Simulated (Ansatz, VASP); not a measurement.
**Two plane-wave programs on LiH**

```
Li H
1.0
     2.69054    0.00000    0.00000
     0.00000    2.69054    0.00000
     0.00000    0.00000   23.80000
Li H
1 1
Direct
  0.50000 0.50000 0.29412
  0.00000 0.00000 0.29412
```

Alike in both runs: functional PBE; k mesh 10 × 10 × 1; occupations gaussian, width 0.02 eV; no spin polarisation.

Ansatz relaxed the structure, and its values are those at the end. VASP's run is a single point on that final structure, the one shown.

```csv
,VASP,Ansatz
version,VASP 6.6.1,Ansatz 0.2.0
potentials or method,"VASP PAW PBE potentials, release 64 (Li_sv, H)","scalar-relativistic, plane waves, PAW"
plane-wave cutoff (eV),520,420
valence electrons in the cell,4,4
```

|  | VASP | Ansatz | Ansatz less VASP |
| --- | --- | --- | --- |
| gap on the k mesh at the Fermi level (eV) | 1.15 | 1.15 | -0.001 |
| least direct gap on the mesh (eV) | 4.94 | 4.94 | -0.001 |

With one functional, cell and mesh, what is left measures potentials, basis and numerics.

 A hybrid or GW would open this gap; PBE tends to underestimate it.
